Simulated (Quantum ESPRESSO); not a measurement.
ZnSe (Stilleite):

```xyz
2
Lattice="0.0000 2.8338 2.8338 2.8338 0.0000 2.8338 2.8338 2.8338 0.0000" Properties=species:S:1:pos:R:3 pbc="T T T"
Se    4.2507    4.2507    4.2507
Zn    0.0000    0.0000    0.0000
```

Base run:

| Quantity | Value |
| --- | --- |
| Program | Quantum ESPRESSO 7.5 |
| Functional | PW86PBE |
| Potentials or basis | Ansatz NC SR PBE |
| Cutoff | 1170 eV |
| Density cutoff | 4680 eV |
| k mesh | 8 × 8 × 8 |
| Occupations | fermi-dirac, width 0.05 eV |
| Spin | no spin polarisation |

Its results: band gap on the k mesh 1.20 eV, direct; pressure 4.1 GPa.

**Question.** The run is repeated on the same cell with these changes: functional from PW86PBE to EV93. What comes out?

**Answer.** Band gap on the k mesh 2.15 eV, direct; pressure 18.9 GPa.

Caveats: the potentials were made for another functional, which shifts forces and pressure; the potentials were made for a functional far from this one (some runs); so large a pressure means that the cell lies far from this level's equilibrium, or that cutoff or potentials fall short (some runs).
